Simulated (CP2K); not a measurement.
# Pb (Im-3m) in CP2K: settings compared

The runs below take Pb through band structure, with PBEsol, LDA.

Everything below comes from runs of CP2K 2026.2. Logs are shortened: lines on timing, memory, paths and dates and some standing lists are left out, and cuts for length are marked.

### Step 1. The structure

It takes space group Im-3m (No. 229, cubic). Conventional cell: a = 3.959 Å, b = 3.959 Å, c = 3.959 Å, α = 90.00°, β = 90.00°, γ = 90.00°. Pb (site symmetry m-3m) has 8 Pb at 3.43 Å as nearest neighbours.

This isn't the form of Pb at room conditions, which is fcc.

### Step 2. Band structure, PBEsol

Contents of pb_bands.inp:

```
&GLOBAL
  PROJECT pb_bands
  RUN_TYPE ENERGY_FORCE
  PRINT_LEVEL LOW
&END GLOBAL
&FORCE_EVAL
  METHOD QS
  STRESS_TENSOR ANALYTICAL
  &DFT
    BASIS_SET_FILE_NAME BASIS_MOLOPT_UZH
    POTENTIAL_FILE_NAME POTENTIAL_UZH
    &MGRID
      CUTOFF 450
      REL_CUTOFF 60
      NGRIDS 4
    &END MGRID
    &QS
      METHOD GPW
      EPS_DEFAULT 1.0E-9
    &END QS
    &KPOINTS
      SCHEME MONKHORST-PACK 9 9 9
      GAMMA_CENTERED T
      SYMMETRY T
      SYMMETRY_BACKEND SPGLIB
    &END KPOINTS
    &SCF
      SCF_GUESS ATOMIC
      EPS_SCF 1.0E-6
      MAX_SCF 100
      ADDED_MOS 8
      CHOLESKY OFF
      EPS_EIGVAL 1.0E-7
      &DIAGONALIZATION ON
        ALGORITHM STANDARD
      &END DIAGONALIZATION
      &MIXING ON
        METHOD BROYDEN_MIXING
        ALPHA 0.4
        BETA 1.5
        NBUFFER 8
      &END MIXING
      &SMEAR ON
        METHOD FERMI_DIRAC
        ELECTRONIC_TEMPERATURE 580.23
      &END SMEAR
    &END SCF
    &XC
      &XC_FUNCTIONAL
        &GGA_X_PBE_SOL
        &END GGA_X_PBE_SOL
        &GGA_C_PBE_SOL
        &END GGA_C_PBE_SOL
      &END XC_FUNCTIONAL
    &END XC
    &PRINT
      &KPOINTS ON
      &END KPOINTS
      &MULLIKEN ON
      &END MULLIKEN
      &MO ON
        ENERGIES T
        OCCUPATION_NUMBERS T
        &EACH
          QS_SCF 0
        &END EACH
        ADD_LAST NUMERIC
      &END MO
      &BAND_STRUCTURE
        FILE_NAME bands.bs
        ADDED_MOS 6
        &KPOINT_SET
          UNITS B_VECTOR
          NPOINTS 8
          SPECIAL_POINT GAMMA 0.00000000 0.00000000 0.00000000
          SPECIAL_POINT H 0.50000000 -0.50000000 0.50000000
          SPECIAL_POINT N 0.00000000 0.00000000 0.50000000
          SPECIAL_POINT GAMMA 0.00000000 0.00000000 0.00000000
          SPECIAL_POINT P 0.25000000 0.25000000 0.25000000
          SPECIAL_POINT H 0.50000000 -0.50000000 0.50000000
        &END KPOINT_SET
        &KPOINT_SET
          UNITS B_VECTOR
          NPOINTS 8
          SPECIAL_POINT P 0.25000000 0.25000000 0.25000000
          SPECIAL_POINT N 0.00000000 0.00000000 0.50000000
        &END KPOINT_SET
      &END BAND_STRUCTURE
    &END PRINT
  &END DFT
  &SUBSYS
    &CELL
      ABC 3.4288709512 3.4288709512 3.4288709512
      ALPHA_BETA_GAMMA 109.4712206349 109.4712206340 109.4712206340
      PERIODIC XYZ
    &END CELL
    &COORD
      Pb  0.0000000000 0.0000000000 0.0000000000
    &END COORD
    &KIND Pb
      BASIS_SET TZVP-MOLOPT-PBE-GTH-q4
      POTENTIAL GTH-PBE-q4
    &END KIND
    &PRINT
      &ATOMIC_COORDINATES ON
      &END ATOMIC_COORDINATES
      &CELL ON
      &END CELL
      &SYMMETRY ON
      &END SYMMETRY
    &END PRINT
  &END SUBSYS
  &PRINT
    &FORCES ON
    &END FORCES
    &STRESS_TENSOR ON
    &END STRESS_TENSOR
  &END PRINT
&END FORCE_EVAL
```

Potentials or basis: POTENTIAL_UZH Pb GTH-PBE-q4; TZVP-MOLOPT-PBE-GTH basis.

Run with:

```bash
OMP_NUM_THREADS=1 cp2k.psmp -i pb_bands.inp -o pb_bands.out
```

pb_bands.out:

```text

 CP2K| version string:                                       CP2K version 2026.2
 CP2K| Input file name                                              pb_bands.inp

 GLOBAL| Force Environment number                                              1
 GLOBAL| Basis set file name                                    BASIS_MOLOPT_UZH
 GLOBAL| Potential file name                                       POTENTIAL_UZH
 GLOBAL| MM Potential file name                                     MM_POTENTIAL
 GLOBAL| Coordinate file name                                      __STD_INPUT__
 GLOBAL| Method name                                                        CP2K
 GLOBAL| Project name                                                   pb_bands
 GLOBAL| Run type                                                   ENERGY_FORCE
 GLOBAL| FFT library                                                       FFTW3
[... 6 lines left out ...]
 GLOBAL| Total number of message passing processes                             1
 GLOBAL| Number of threads for this process                                    1
 GLOBAL| CPU model name                                                  UNKNOWN

 CELL| Volume [angstrom^3]:                                            31.033555
 CELL| Vector a [angstrom]:       3.429     0.000     0.000   |a| =     3.428871
 CELL| Vector b [angstrom]:      -1.143     3.233     0.000   |b| =     3.428871
 CELL| Vector c [angstrom]:      -1.143    -1.616     2.800   |c| =     3.428871
 CELL| Angle (b,c), alpha [degree]:                                   109.471221
 CELL| Angle (a,c), beta  [degree]:                                   109.471221
 CELL| Angle (a,b), gamma [degree]:                                   109.471221
 CELL| Numerically orthorhombic:                                              NO
 CELL| Periodicity                                                           XYZ

 CELL_REF| Volume [angstrom^3]:                                        31.033555
 CELL_REF| Vector a [angstrom     3.429     0.000     0.000   |a| =     3.428871
 CELL_REF| Vector b [angstrom    -1.143     3.233     0.000   |b| =     3.428871
 CELL_REF| Vector c [angstrom    -1.143    -1.616     2.800   |c| =     3.428871
 CELL_REF| Angle (b,c), alpha [degree]:                               109.471221
 CELL_REF| Angle (a,c), beta  [degree]:                               109.471221
 CELL_REF| Angle (a,b), gamma [degree]:                               109.471221
 CELL_REF| Numerically orthorhombic:                                          NO
 CELL_REF| Periodicity                                                       XYZ
[... 9 lines left out ...]
 TOTAL NUMBERS AND MAXIMUM NUMBERS

  Total number of            - Atomic kinds:                                   1
                             - Atoms:                                          1
                             - Shell sets:                                     1
                             - Shells:                                         7
                             - Primitive Cartesian functions:                  4
                             - Cartesian basis functions:                     18
                             - Spherical basis functions:                     17

  Maximum angular momentum of- Orbital basis functions:                        2
                             - Local part of the GTH pseudopotential:          0
                             - Non-local part of the GTH pseudopotential:      4

 MODULE QUICKSTEP: ATOMIC COORDINATES IN ANGSTROM

   Atom Kind Element         X             Y             Z       Z(eff)     Mass
      1    1 Pb   82      0.000000      0.000000      0.000000   4.0000 207.2000

 Crystal Symmetry Information
       International Symbol:                                               Im-3m
       Point Group Symbol:                                                  m-3m
       Schoenflies Symbol:                                                  Oh^9
       Number of Symmetry Operations:                                         48

 SCF PARAMETERS         Density guess:                                    ATOMIC
[... 9 lines left out ...]
                        --------------------------------------------------------
                        level_shift [a.u.]:                             0.000000
                        added MOs                                         8    0
                        --------------------------------------------------------
                        Mixing method:                            BROYDEN_MIXING
                                                charge density mixing in g-space
                        --------------------------------------------------------
                        Smear method:                                FERMI_DIRAC
[... 22 lines left out ...]
 BRILLOUIN|     4           0.03292       -0.44444       -0.44444       -0.11111
 BRILLOUIN|     5           0.00823       -0.44444       -0.44444        0.44444
 BRILLOUIN|     6           0.03292       -0.44444       -0.33333       -0.33333
[... 27 lines left out ...]
 BRILLOUIN|    34           0.01646       -0.11111        0.00000        0.00000
 BRILLOUIN|    35           0.00137        0.00000        0.00000        0.00000
 *******************************************************************************

 Extrapolation method: initial_guess

 Number of electrons:                                                          4
 Number of occupied orbitals:                                                  2
 Number of molecular orbitals:                                                10

 Number of orbital functions:                                                 17
 Number of independent orbital functions:                                     17

 SCF WAVEFUNCTION OPTIMIZATION

  Step     Update method      Time    Convergence         Total energy    Change
  ------------------------------------------------------------------------------
     1 NoMix/Diag. 0.40E+00    0.6     0.79379449        -3.5840878898 -3.58E+00
     2 Broy./Diag. 0.40E+00    0.5     0.00610398        -3.6163072874 -3.22E-02
     3 Broy./Diag. 0.40E+00    0.5     0.03244777        -3.5484132923  6.79E-02
     4 Broy./Diag. 0.40E+00    0.5     0.00892566        -3.5337821456  1.46E-02
     5 Broy./Diag. 0.40E+00    0.5     0.00268101        -3.5305477323  3.23E-03
     6 Broy./Diag. 0.40E+00    0.5     0.00038606        -3.5302923446  2.55E-04
     7 Broy./Diag. 0.40E+00    0.5     0.00008492        -3.5302827288  9.62E-06
     8 Broy./Diag. 0.40E+00    0.5     0.00001870        -3.5302935726 -1.08E-05
     9 Broy./Diag. 0.40E+00    0.5     0.00000104        -3.5302983353 -4.76E-06
    10 Broy./Diag. 0.40E+00    0.5     0.00000232        -3.5303019349 -3.60E-06
    11 Broy./Diag. 0.40E+00    0.5     0.00000018        -3.5303016457  2.89E-07

  *** SCF run converged in    11 steps ***

  Electronic density on regular grids:         -4.0000000000        0.0000000000
  Core density on regular grids:                3.9999999789       -0.0000000211
  Total charge density on r-space grids:       -0.0000000210
  Total charge density g-space grids:          -0.0000000210

  Overlap energy of the core charge distribution:               0.00000000000456
  Self energy of the core charge distribution:                 -7.12836246003786
  Core Hamiltonian energy:                                      1.39868809960551
  Hartree energy:                                               3.18621468502856
  Exchange-correlation energy:                                 -0.98669510946132
  Electronic entropic energy:                                  -0.00014686084072
  Fermi energy:                                                 0.16580633663815

  Total energy:                                                -3.53030164569316
  Total energy (extrapolated to T->0):                         -3.53022821527280

 MO| EIGENVALUES AND OCCUPATION NUMBERS FOR K POINT 1
 MO|
 MO|  Index      Eigenvalue [a.u.]        Eigenvalue [eV]             Occupation
 MO|      1              -0.044164              -1.201759               2.000000
 MO|      2               0.128928               3.508299               2.000000
 MO|      3               0.128928               3.508302               2.000000
 MO|      4               0.216774               5.898716               0.000000
 MO|      5               0.387490              10.544134               0.000000
 MO|      6               0.387490              10.544138               0.000000
 MO|      7               0.825304              22.457671               0.000000
 MO|      8               0.978316              26.621320               0.000000
 MO|      9               0.978318              26.621382               0.000000
 MO|     10               1.230896              33.494378               0.000000
 MO| Sum:                                                               6.000000
 MO| E(Fermi):            0.165806 a.u.          4.511820 eV
[... 204 lines left out ...]
 MO|  Index      Eigenvalue [a.u.]        Eigenvalue [eV]             Occupation
 MO|      1              -0.136883              -3.724765               2.000000
 MO|      2               0.089618               2.438630               2.000000
 MO|      3               0.204952               5.577027               0.000000
 MO|      4               0.352677               9.596816               0.000000
 MO|      5               0.519296              14.130769               0.000000
 MO|      6               0.568740              15.476198               0.000000
 MO|      7               0.731298              19.899637               0.000000
 MO|      8               0.785040              21.362012               0.000000
 MO|      9               1.000290              27.219272               0.000000
 MO|     10               1.151535              31.334854               0.000000
 MO| Sum:                                                               4.000000
 MO| E(Fermi):            0.165806 a.u.          4.511820 eV
 MO| Band gap:            0.115334 a.u.          3.138397 eV

 [... the levels of further k-points ...]

 !-----------------------------------------------------------------------------!
                     Mulliken Population Analysis

 #  Atom  Element  Kind  Atomic population                           Net charge
       1     Pb       1          4.000000                              0.000000
 # Total charge                              4.000000                  0.000000

 !-----------------------------------------------------------------------------!

 KPOINTS| Band Structure Calculation
 KPOINTS| Number of k-point sets                                               2
 KPOINTS| Number of added MOs/bands                                            6
 KPOINTS| Number of k-points in set    1                                      41
 KPOINTS| In units of b-vector [2pi/Bohr]
 KPOINTS| Special point     1       GAMMA     0.000000     0.000000     0.000000
 KPOINTS| Special point     2           H     0.500000    -0.500000     0.500000
 KPOINTS| Special point     3           N     0.000000     0.000000     0.500000
 KPOINTS| Special point     4       GAMMA     0.000000     0.000000     0.000000
 KPOINTS| Special point     5           P     0.250000     0.250000     0.250000
 KPOINTS| Special point     6           H     0.500000    -0.500000     0.500000
 KPOINTS| Number of k-points in set    2                                       9
 KPOINTS| In units of b-vector [2pi/Bohr]
 KPOINTS| Special point     1           P     0.250000     0.250000     0.250000
 KPOINTS| Special point     2           N     0.000000     0.000000     0.500000

 ENERGY| Total FORCE_EVAL ( QS ) energy [hartree]             -3.530301740663017

 FORCES| Atomic forces [hartree/bohr]
 FORCES|   Atom     x               y               z               |f|
 FORCES|      1  8.95751304E-17 -3.64737181E-16 -1.11107012E-15   1.17283150E-15
 FORCES| Sum     8.95751304E-17 -3.64737181E-16 -1.11107012E-15
 FORCES| Total atomic force                                       1.17283150E-15

 STRESS| Analytical stress tensor [bar]
 STRESS|                        x                   y                   z
 STRESS|      x        7.65635452141E+03   6.65811525173E-03  -3.95430196038E-02
 STRESS|      y        6.65811525173E-03   7.65520583606E+03   2.32306892282E-02
 STRESS|      z       -3.95430196038E-02   2.32306892282E-02   7.65558787942E+03
 STRESS| 1/3 Trace                                             7.65571607896E+03
 STRESS| Determinant                                           4.48701430102E+11

 STRESS| Eigenvectors and eigenvalues of the analytical stress tensor [bar]
 STRESS|                        1                   2                   3
 STRESS| Eigenvalues   7.65520435741E+03   7.65558729797E+03   7.65635658150E+03
 STRESS|      x          -0.007884239661      0.050841278706      0.998675624587
 STRESS|      y           0.998090137821      0.061591970023      0.004744050239
 STRESS|      z          -0.061269205552      0.996805695012     -0.051229784723
```

Wall time 6.9 s (1 thread of Arm Neoverse V2, shared host); peak memory 0.21 GiB.

Results:

* Free energy: -96.0644 eV
* Pressure: 0.8 GPa
* Band gap on the k mesh: none (metal or under the smearing width)

Levels at the corners of the path, in eV from the Fermi level:
| point | band 1 | band 2 | band 3 | band 4 | band 5 |
| --- | --- | --- | --- | --- | --- |
| Γ | -11.79 | 7.99 | 7.99 | 7.99 | 12.28 |
| H | -4.93 | -0.33 | -0.33 | -0.33 | 4.49 |
| N | -7.89 | -4.18 | 3.78 | 5.87 | 7.85 |
| Γ | -11.79 | 7.99 | 7.99 | 7.99 | 12.28 |
| P | -7.02 | -1.18 | -1.18 | -1.18 | 17.81 |
| H | -4.93 | -0.33 | -0.33 | -0.33 | 4.49 |
| P | -7.02 | -1.18 | -1.18 | -1.18 | 17.81 |
| N | -7.89 | -4.18 | 3.78 | 5.87 | 7.85 |

Caveat: the potentials were made for another functional, which shifts forces and pressure; spin-orbit coupling is left out, which moves the levels of the heavy elements; the basis of atomic orbitals isn't converged, which shifts pressures, moduli and gaps.

[end of part 1 of 2]
